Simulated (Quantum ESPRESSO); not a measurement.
The system is BN.

```
N B
1.0
     2.55394    0.00000    0.00000
    -1.27697    2.21178    0.00000
     0.00000    0.00000    4.22685
N B
2 2
Direct
  0.33333 0.66667 0.12528
  0.66667 0.33333 0.62528
  0.33333 0.66667 0.49972
  0.66667 0.33333 0.99972
```

Measurements of this composition are mostly on another form, of space group No. 194.

Program: Quantum ESPRESSO 7.5. Alike in all runs: task dielectric tensor; level PBE; potentials or basis GBRV 1.5 PBE; no spin polarisation; cell as given; cutoff (eV) 612; smearing fermi-dirac 0.05 eV. Hardware: 1 thread of Intel(R) Xeon(R) 6975P-C (Granite Rapids), with other jobs on the host.

**Question.** Order these runs on this cell by their wall time, lowest first.
A. k mesh 4 × 4 × 2, shifted; mesh quality coarse
B. k mesh 16 × 16 × 8, shifted; mesh quality not flagged
C. k mesh 6 × 6 × 4, shifted; mesh quality coarse
D. k mesh 10 × 10 × 6, shifted; mesh quality not flagged

**Answer.** A (7.1 s), C (15 s), D (35 s), B (91 s).

Caveats: some runs use coarse meshes.
